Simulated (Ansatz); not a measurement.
# Bi (R-3m) in Ansatz: a series of runs

The runs below take Bi through single point, equation of state, with r2SCAN.

Everything below comes from runs of Ansatz 0.2.0. Logs are shortened: lines on timing, memory, paths and dates and some standing lists are left out, and cuts for length are marked.

### 1 Starting point

It takes space group R-3m (No. 166, trigonal). The conventional cell has a = 4.535 Å, b = 4.535 Å, c = 11.814 Å, α = 90.00°, β = 90.00°, γ = 120.00°. Bi (site symmetry 3m) is surrounded by 6 Bi at 3.06 to 3.52 Å.

### 2 Single point, r2SCAN, 32.97 Å³/atom (volume scaled by 0.94)

input.yaml reads:

```yaml
crystal:
  lattice:
    - [2.2212115015, 1.2824170583, 3.8576100961]
    - [-2.2212115015, 1.2824170583, 3.8576100961]
    - [0.0, -2.5648341167, 3.8576100961]
  atoms:
    - { symbol: Bi, position: [0.766, 0.766, 0.766] }
    - { symbol: Bi, position: [0.234, 0.234, 0.234] }
hamiltonian:
  xc: r2scan
  pseudopotentials: { kind: paw }
kpoints:
  mp_grid: { grid: [7, 7, 7] }
scf:
  occupations: { method: fermi_dirac, width: 0.05 }
output:
  forces: true
  stress: true
  eigenvalues: true
```

Potentials or basis: Ansatz PAW.

On the command line:

```
> ansatz run input.yaml --threads 2 --pin off --max-ram 5632MiB --backend cpu --events-out ev --progress --plain --runs-dir out
```

Output:

```text
Warning: RAYON_NUM_THREADS=2 ignored (pool sized by the plan → 2); use --threads N
Engine: ansatz 0.2.0, x86_64-unknown-linux-gnu
Pseudopotentials: kind: paw
Pseudopotential: Bi, paw, valence charge 15, recommended cutoff 500 eV (meta_gga), Bi.paw.azcp
Functional definition: r2SCAN
  parameter k0 = 0.174
  parameter k1 = 0.065
  parameter a1 = 4.9479
  exchange = r2scan_x(k0 = k0, k1 = k1, a1 = a1)
  correlation = r2scan_c
Crystal: 2 atoms, lattice volume = 65.931 Å³
Basis set: ecut = 500 eV, 1677 PW (Γ), exchange–correlation on 144×144×144 points (64 copies of the dense FFT grid, shifted against one another)
Bands: 19, of which v1, the nominal top of the filled ones, is band 15 counted from 1 (14 counted from 0)
Symmetry: 12 space group operations
Space group: R-3m (ITA 166), of the structure as read, at distance tolerance 4.0e-5 Å
k-points: 44 of 343
Non-local potential: Bi, projectors of the file, l = 0: 2, l = 1: 2, l = 2: 2, l = 3: 2
PAW form: soft (Blöchl's): semilocal exchange-correlation on the pseudo side does not see the compensation charge
PAW frozen core: Bi, regenerated for the run's functional (the file was generated under x = pbe(κ = 0.804, μ = 0.2195149727645171), c = pbe(β = 0.06672455060314922))
PAW one-centre angular grid: Bi, 590 points (default); XC on 160 Gauss nodes
Initial density: superposition of atomic densities (neutral atoms: chi_scale 0, normalization atom), corrected by the library's trained network
Initial wavefunctions: pseudopotential atomic-orbital guess
Functional: x = r2scan, c = r2scan; τ floored in thin density (d = 2e-4 eV/Å³)
SCF iter   1: F=—  HF=-24822.029758 eV  |F-HF|=—  |Δ(HF+E_count)|=         —  Δρ=3.16e-3  dr2=4.65e-3  dr2_τ=1.76e-3  ethr=1.77e-3  ⟨swp⟩=6.4  Hψ=4042  notcnv=0
preconditioner: auto → none  [insulator: Δε(μ)=0.329 eV  Ē_g=21.477 eV  σ=0.050 eV  W_gap=0.93  n_scr=14 (ndim 8)  ℏωp=25.0 eV  f_vac=0.001  D(μ)=0.05/eV (n_scr^D=0)  ε∞_Penn≈2.4]
SCF iter   2: F=—  HF=-24822.041315 eV  |F-HF|=—  |Δ(HF+E_count)|=   1.16e-2  Δρ=1.48e-3  dr2=7.03e-4  dr2_τ=6.27e-5  ethr=1.55e-5  ⟨swp⟩=2.2  Hψ=2033  notcnv=0
SCF iter   3: F=—  HF=-24822.042472 eV  |F-HF|=—  |Δ(HF+E_count)|=   1.16e-3  Δρ=5.42e-4  dr2=9.53e-5  dr2_τ=7.20e-6  ethr=2.34e-6  ⟨swp⟩=2.0  Hψ=1056  notcnv=0
SCF iter   4: F=—  HF=-24822.042617 eV  |F-HF|=—  |Δ(HF+E_count)|=   1.45e-4  Δρ=1.09e-4  dr2=8.16e-6  dr2_τ=3.29e-7  ethr=3.18e-7  ⟨swp⟩=2.0  Hψ=1496  notcnv=0
SCF iter   5: F=—  HF=-24822.042616 eV  |F-HF|=—  |Δ(HF+E_count)|=   9.66e-7  Δρ=2.50e-5  dr2=2.97e-7  dr2_τ=7.57e-9  ethr=2.72e-8  ⟨swp⟩=2.0  Hψ=1496  notcnv=0
SCF iter   6: F=-24822.042616 eV  HF=-24822.042616 eV  |F-HF|=1.10e-8  |Δ(HF+E_count)|=   3.26e-7  Δρ=4.90e-6  dr2=1.01e-8  dr2_τ=4.72e-10  ethr=3.33e-10  ⟨swp⟩=7.0  Hψ=4448  notcnv=0
SCF 1 converged in 6 iterations: F = -24822.042616 eV  dr2 = 1.01e-8
SCF converged after 6 iterations
Free energy (F): -24822.042616 eV
Harris-Foulkes:  -24822.042616 eV  (|F-HF|=1.10e-8)
Internal energy: -24822.041978 eV  (E = F + TS)
E sigma→0 (E₀):  -24822.042297 eV
Entropy (-TS):   -0.000638 eV (-0.319 meV/atom)
Fermi energy:    10.659942 eV
--- Per-component energies (eV) ---
  E_band       = -211.763904
  E_kinetic    = 604.961589
  E_local      = -3023.017097  (includes V_loc(G=0)·N_el)
  E_nonlocal   = 1121.618375
  E_hartree    = 984.175253
  E_xc         = -281.993745
  E_vxc        = -313.473313  (∫ρ·V_xc dr)
  E_paw        = -21377.790395  (= ΣΔE_a)
  E_vpaw       = -591.899773  (= ΣTr[D̂ρ^β])
  E_aug_tail   = -0.000533  (compensation charges beyond the density's cutoff)
  E_vtau       = 21.698529  (kinetic-family band-sum trace: ∫τ·v_τ [+ j·A + Jᵃ·Aᵃ] dr)
  E_ewald      = -2851.746520
  E_core_change = 1.751094  (= ΣΔE_core)
  E_smearing   = -0.000638  (= −TS)
  E_closure    = -0.000000  (closes the sum)
  Σ components = -24822.042616   (vs F -24822.042616, Δ=0.00e0)
--- Forces (eV/Å), atoms counted from 1 ---
  atom   1  Bi    -0.00000000     0.00000000    -0.33590862
  atom   2  Bi     0.00000000    -0.00000000     0.33590862
  max |Σ_I F_I| component: 5.55e-17 eV/Å
--- Stress (GPa, compression-positive) ---
        5.076716       0.000000      -0.000000
        0.000000       5.076716       0.000000
       -0.000000       0.000000       4.699780
  P = ⅓ Tr σ = 4.9511 GPa (49.511 kbar)
--- Band table (eV; the first three rows and the last of 44) ---
  k-point 0: bands = ["-13.2380", "-13.2380", "-13.0405", "-13.0405", "-13.0144", "-12.7872", "-12.7746", "-12.7746", "-12.6178", "-12.6178", "-3.4964", "3.3644", "8.8807", "9.1619", "9.1619", "13.3436", "13.8752", "13.8752", "16.7551"]
  k-point 1: bands = ["-13.2187", "-13.2137", "-13.0317", "-13.0250", "-13.0011", "-12.8008", "-12.7876", "-12.7825", "-12.6447", "-12.6386", "-3.2760", "2.7724", "8.9590", "9.1491", "9.2791", "12.9428", "13.1839", "13.3879", "16.0406"]
  k-point 2: bands = ["-13.1686", "-13.1454", "-13.0119", "-12.9834", "-12.9619", "-12.8461", "-12.8241", "-12.7998", "-12.7143", "-12.6919", "-2.6281", "1.4203", "9.0109", "9.1527", "9.6556", "11.7333", "12.2575", "12.4608", "16.5284"]
  k-point 43: bands = ["-13.1216", "-13.1211", "-12.9942", "-12.9850", "-12.9587", "-12.8376", "-12.8165", "-12.8116", "-12.7542", "-12.7489", "-1.8993", "0.2593", "7.6092", "9.1866", "9.7590", "11.9379", "12.1945", "14.0609", "17.6281"]
```

Wall time 12 s (2 threads of Intel Xeon at 2.50GHz (Skylake/Cascade Lake), shared host); peak memory 0.59 GiB.

Results:

```
Free energy            : -24822.0426 eV
Pressure               : 5.0 GPa
Largest force          : 0.336 eV/Å
Band gap on the k mesh : 0.33 eV, indirect (least direct gap 0.66 eV)
```

Caveat: odd divisions of the mesh miss points on the zone boundary, where band edges often lie, so the gap on the mesh can be too wide; spin-orbit coupling is left out, which as a rule narrows the gap of such compounds by several tenths of an eV; the PAW data sets come from PBE, with cores solved anew for the run's functional, which leaves a small shift of forces and pressure.

### 3 Single point, r2SCAN, 33.67 Å³/atom (volume scaled by 0.96)

Changes to input.yaml since step 2:

```diff
@@ -2,5 +2,5 @@
   lattice:
-    - [2.2212115015, 1.2824170583, 3.8576100961]
-    - [-2.2212115015, 1.2824170583, 3.8576100961]
-    - [0.0, -2.5648341167, 3.8576100961]
+    - [2.2368543514, 1.2914484619, 3.8847772595]
+    - [-2.2368543514, 1.2914484619, 3.8847772595]
+    - [0.0, -2.5828969239, 3.8847772595]
   atoms:
@@ -19 +19,5 @@
   eigenvalues: true
+  write_density: true
+  write_potential: true
+  elf: true
+  volumetric_format: npy
```

Potentials or basis: Ansatz PAW.

On the command line:

```
> ansatz run input.yaml --threads 2 --pin off --max-ram 5632MiB --backend cpu --events-out ev --progress --plain --runs-dir out
```

It took 14 s on 2 threads of Intel Xeon at 2.50GHz (Skylake/Cascade Lake), shared host; peak memory 0.6 GiB.

Results (log left out):

- Free energy: -24822.0798 eV
- Pressure: 3.6 GPa
- Largest force: 0.224 eV/Å
- Band gap on the k mesh: 0.32 eV, indirect (least direct gap 0.65 eV)

Caveat: odd divisions of the mesh miss points on the zone boundary, where band edges often lie, so the gap on the mesh can be too wide; spin-orbit coupling is left out, which as a rule narrows the gap of such compounds by several tenths of an eV; the PAW data sets come from PBE, with cores solved anew for the run's functional, which leaves a small shift of forces and pressure.

### 4 Single point, r2SCAN, 34.37 Å³/atom (volume scaled by 0.98)

Changes to input.yaml since step 3:

```diff
@@ -2,5 +2,5 @@
   lattice:
-    - [2.2368543514, 1.2914484619, 3.8847772595]
-    - [-2.2368543514, 1.2914484619, 3.8847772595]
-    - [0.0, -2.5828969239, 3.8847772595]
+    - [2.2522814206, 1.3003552845, 3.9115696734]
+    - [-2.2522814206, 1.3003552845, 3.9115696734]
+    - [0.0, -2.600710569, 3.9115696734]
   atoms:
```

On the command line:

```
> ansatz run input.yaml --threads 2 --pin off --max-ram 5632MiB --backend cpu --events-out ev --progress --plain --runs-dir out
```

Run time: 14 s. Hardware: 2 threads of Intel Xeon at 2.50GHz (Skylake/Cascade Lake), shared host; peak memory 0.6 GiB.

Results (log left out):

```yaml
Free_energy: -24822.1053 eV
Pressure: 2.3 GPa
Largest_force: 0.119 eV/Å
Band_gap_on_the_k_mesh: 0.30 eV, indirect (least direct gap 0.64 eV)
```

Caveat: odd divisions of the mesh miss points on the zone boundary, where band edges often lie, so the gap on the mesh can be too wide; spin-orbit coupling is left out, which as a rule narrows the gap of such compounds by several tenths of an eV; the PAW data sets come from PBE, with cores solved anew for the run's functional, which leaves a small shift of forces and pressure.

### 5 Single point, r2SCAN, 35.07 Å³/atom

input.yaml reads:

```yaml
crystal:
  lattice:
    - [2.2675, 1.3091417354, 3.938]
    - [-2.2675, 1.3091417354, 3.938]
    - [0.0, -2.6182834708, 3.938]
  atoms:
    - { symbol: Bi, position: [0.766, 0.766, 0.766] }
    - { symbol: Bi, position: [0.234, 0.234, 0.234] }
hamiltonian:
  xc: r2scan
  pseudopotentials: { kind: paw }
kpoints:
  mp_grid: { grid: [7, 7, 7] }
scf:
  occupations: { method: fermi_dirac, width: 0.05 }
output:
  forces: true
  stress: true
  eigenvalues: true
```

On the command line:

```
> ansatz run input.yaml --threads 2 --pin off --max-ram 5632MiB --backend cpu --events-out ev --progress --plain --runs-dir out
```

Wall time 11 s (2 threads of Intel Xeon at 2.50GHz (Skylake/Cascade Lake), shared host); peak memory 0.58 GiB.

Results (log left out):

```
Free energy            : -24822.1206 eV
Pressure               : 1.2 GPa
Largest force          : 0.021 eV/Å
Band gap on the k mesh : 0.29 eV, indirect (least direct gap 0.62 eV)
```

Caveat: odd divisions of the mesh miss points on the zone boundary, where band edges often lie, so the gap on the mesh can be too wide; spin-orbit coupling is left out, which as a rule narrows the gap of such compounds by several tenths of an eV; the PAW data sets come from PBE, with cores solved anew for the run's functional, which leaves a small shift of forces and pressure.

### 6 Single point, r2SCAN, 35.77 Å³/atom (volume scaled by 1.02)

Changes to input.yaml since step 5:

```diff
@@ -2,5 +2,5 @@
   lattice:
-    - [2.2675, 1.3091417354, 3.938]
-    - [-2.2675, 1.3091417354, 3.938]
-    - [0.0, -2.6182834708, 3.938]
+    - [2.2825169939, 1.3178118009, 3.9640802302]
+    - [-2.2825169939, 1.3178118009, 3.9640802302]
+    - [0.0, -2.6356236018, 3.9640802302]
   atoms:
```

Potentials or basis: Ansatz PAW.

On the command line:

```
> ansatz run input.yaml --threads 2 --pin off --max-ram 5632MiB --backend cpu --events-out ev --progress --plain --runs-dir out
```

Wall time 11 s (2 threads of Intel Xeon at 2.50GHz (Skylake/Cascade Lake), shared host); peak memory 0.59 GiB.

The run converged. Its results:

```yaml
Free_energy: -24822.1266 eV
Pressure: 0.2 GPa
Largest_force: 0.071 eV/Å
Band_gap_on_the_k_mesh: 0.28 eV, indirect (least direct gap 0.59 eV)
```

Caveat: odd divisions of the mesh miss points on the zone boundary, where band edges often lie, so the gap on the mesh can be too wide; spin-orbit coupling is left out, which as a rule narrows the gap of such compounds by several tenths of an eV; the PAW data sets come from PBE, with cores solved anew for the run's functional, which leaves a small shift of forces and pressure.

### 7 Single point, r2SCAN, 36.47 Å³/atom (volume scaled by 1.04)

Changes to input.yaml since step 6:

```diff
@@ -2,5 +2,5 @@
   lattice:
-    - [2.2825169939, 1.3178118009, 3.9640802302]
-    - [-2.2825169939, 1.3178118009, 3.9640802302]
-    - [0.0, -2.6356236018, 3.9640802302]
+    - [2.2973389482, 1.3263692602, 3.9898217322]
+    - [-2.2973389482, 1.3263692602, 3.9898217322]
+    - [0.0, -2.6527385203, 3.9898217322]
   atoms:
@@ -19 +19,5 @@
   eigenvalues: true
+  write_density: true
+  write_potential: true
+  elf: true
+  volumetric_format: npy
```

On the command line:

```
> ansatz run input.yaml --threads 2 --pin off --max-ram 5632MiB --backend cpu --events-out ev --progress --plain --runs-dir out
```

Run time: 15 s. Hardware: 2 threads of Intel Xeon at 2.50GHz (Skylake/Cascade Lake), shared host; peak memory 0.6 GiB.

It converged, with:

* Free energy: -24822.1243 eV
* Pressure: -0.7 GPa
* Largest force: 0.156 eV/Å
* Band gap on the k mesh: 0.27 eV, indirect (least direct gap 0.56 eV)

Caveat: odd divisions of the mesh miss points on the zone boundary, where band edges often lie, so the gap on the mesh can be too wide; spin-orbit coupling is left out, which as a rule narrows the gap of such compounds by several tenths of an eV; the PAW data sets come from PBE, with cores solved anew for the run's functional, which leaves a small shift of forces and pressure.

### 8 Single point, r2SCAN, 37.17 Å³/atom (volume scaled by 1.06)

input.yaml reads:

```yaml
crystal:
  lattice:
    - [2.3119720748, 1.3348176998, 4.0152352947]
    - [-2.3119720748, 1.3348176998, 4.0152352947]
    - [0.0, -2.6696353996, 4.0152352947]
  atoms:
    - { symbol: Bi, position: [0.766, 0.766, 0.766] }
    - { symbol: Bi, position: [0.234, 0.234, 0.234] }
hamiltonian:
  xc: r2scan
  pseudopotentials: { kind: paw }
kpoints:
  mp_grid: { grid: [7, 7, 7] }
scf:
  occupations: { method: fermi_dirac, width: 0.05 }
output:
  forces: true
  stress: true
  eigenvalues: true
```

On the command line:

```
> ansatz run input.yaml --threads 2 --pin off --max-ram 5632MiB --backend cpu --events-out ev --progress --plain --runs-dir out
```

It took 12 s on 2 threads of Intel Xeon at 2.50GHz (Skylake/Cascade Lake), shared host; peak memory 0.59 GiB.

Results (log left out):

- Free energy: -24822.1145 eV
- Pressure: -1.5 GPa
- Largest force: 0.237 eV/Å
- Band gap on the k mesh: 0.26 eV, indirect (least direct gap 0.54 eV)

Caveat: odd divisions of the mesh miss points on the zone boundary, where band edges often lie, so the gap on the mesh can be too wide; spin-orbit coupling is left out, which as a rule narrows the gap of such compounds by several tenths of an eV; the PAW data sets come from PBE, with cores solved anew for the run's functional, which leaves a small shift of forces and pressure.

### 9 Equation of state, r2SCAN

Potentials or basis: Ansatz PAW.

This step only gathers the single runs of the series.

Results:

```
Equilibrium volume                        : 35.92 Å³/atom
Bulk modulus at fixed shape and positions : 47 GPa
Pressure derivative of the bulk modulus   : 4.6
```

Energy against volume, from the lowest point:
| volume (Å³/atom) | energy (meV/atom) |
| --- | --- |
| 32.965 | 41.97 |
| 33.667 | 23.40 |
| 34.368 | 10.61 |
| 35.070 | 2.99 |
| 35.771 | 0.00 |
| 36.472 | 1.15 |
| 37.174 | 6.01 |

Caveat: the cell was scaled at fixed shape and fractional positions, which overstates the stiffness of a crystal with free parameters, most of all of layers and chains; the PAW data sets were made with another functional, which shifts forces and pressure a little; spin-orbit coupling is left out, which moves the levels of the heavy elements.
